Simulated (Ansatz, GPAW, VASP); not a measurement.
PbSe: 3 runs at one level of theory

```xyz
2
Lattice="0.0000 3.0606 3.0606 3.0606 0.0000 3.0606 3.0606 3.0606 0.0000" Properties=species:S:1:pos:R:3 pbc="T T T"
Pb    0.0000    0.0000    0.0000
Se    3.0606    3.0606    3.0606
```

Alike in all runs: task single point; functional PBE; k mesh 8 × 8 × 8; occupations gaussian, width 0.015 eV; no spin polarisation; no spin-orbit coupling. Pressure is positive in compression and, in plane waves, holds the error of the finite cutoff.

```tsv
program and potentials	plane-wave cutoff (eV)	notes	band gap (eV)	pressure (GPa)
GPAW, GPAW PAW data sets (gpaw-data 1.2.1)	600	-	0.24	2.22
Ansatz, all-electron LAPW, scalar-relativistic	-	-	0.28	2.43
VASP, PBE PAW files Pb_d, Se, 520 eV	520	-	?	?
```

Task: Estimate from the other rows what the run with VASP, PBE PAW files Pb_d, Se, 520 eV gave.

Result: Band gap 0.29 eV; pressure 2.41 GPa. The other rows, which needn't bracket it: band gap 0.24 to 0.28; pressure 2.22 to 2.43.
